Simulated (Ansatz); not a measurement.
Starting cell, AlSb (zinc blende):

```xyz
4
Lattice="0.0000 6.2255 6.2255 3.1128 0.0000 3.1128 3.1128 3.1128 0.0000" Properties=species:S:1:pos:R:3 pbc="T T T"
Sb     4.6691     4.6691     4.6691
Sb     4.6691     7.7819     7.7819
Al     0.0000     0.0000     0.0000
Al     3.1128     6.2255     3.1128
```

In this cell atom 1 (Sb, nearest neighbour Al at 2.696 Å; its periodic images, 4.4 Å or more away, move with it) is moved by u·(1.000, 0.000, 0.000) + v·(0.000, 1.000, 0.000); the rest is frozen.

These are PBE (plane waves to 420 eV, PAW, scalar-relativistic; Ansatz, a first-principles code) values and carry that method's errors. k mesh 5×10×10 (Γ-centred), Fermi-Dirac smearing 0.05 eV. Stress and pressure are positive under compression. As the smearing reaches across the gap at some points, energies and forces of such displacements shift with the k mesh and the smearing. AlSb was relaxed with its symmetry unable to fall. Spin-orbit coupling is left out, though Sb is heavy. 

```json
[
 {"P (GPa)": "v = -0.400", "u = -0.400": "2.8", "u = -0.267": "2.0", "u = -0.133": "1.4", "u = 0.000": "1.3", "u = 0.133": "1.5", "u = 0.267": "2.2", "u = 0.400": "[?]"},
 {"P (GPa)": "v = -0.267", "u = -0.400": "2.0", "u = -0.267": "1.2", "u = -0.133": "0.7", "u = 0.000": "0.6", "u = 0.133": "0.8", "u = 0.267": "1.3", "u = 0.400": "2.2"},
 {"P (GPa)": "v = -0.133", "u = -0.400": "1.4", "u = -0.267": "0.7", "u = -0.133": "0.3", "u = 0.000": "0.1", "u = 0.133": "0.3", "u = 0.267": "0.8", "u = 0.400": "1.5"},
 {"P (GPa)": "v = 0.000", "u = -0.400": "1.3", "u = -0.267": "0.6", "u = -0.133": "0.1", "u = 0.000": "0.0", "u = 0.133": "0.1", "u = 0.267": "0.6", "u = 0.400": "1.3"},
 {"P (GPa)": "v = 0.133", "u = -0.400": "1.5", "u = -0.267": "0.8", "u = -0.133": "0.3", "u = 0.000": "0.1", "u = 0.133": "0.3", "u = 0.267": "0.7", "u = 0.400": "1.4"},
 {"P (GPa)": "v = 0.267", "u = -0.400": "2.1", "u = -0.267": "1.3", "u = -0.133": "0.8", "u = 0.000": "0.6", "u = 0.133": "0.7", "u = 0.267": "1.2", "u = 0.400": "2.0"},
 {"P (GPa)": "v = 0.400", "u = -0.400": "[?]", "u = -0.267": "2.1", "u = -0.133": "1.5", "u = 0.000": "1.3", "u = 0.133": "1.4", "u = 0.267": "2.0", "u = 0.400": "2.8"}
]
```

Q: Fill in the missing entries.

A: 
- v = -0.400, u = 0.400: 3.2
- v = 0.400, u = -0.400: 3.1

(For displaced atoms, the force is minus the slope of the energy, and its curvature is a force constant, which sets phonon frequencies.)
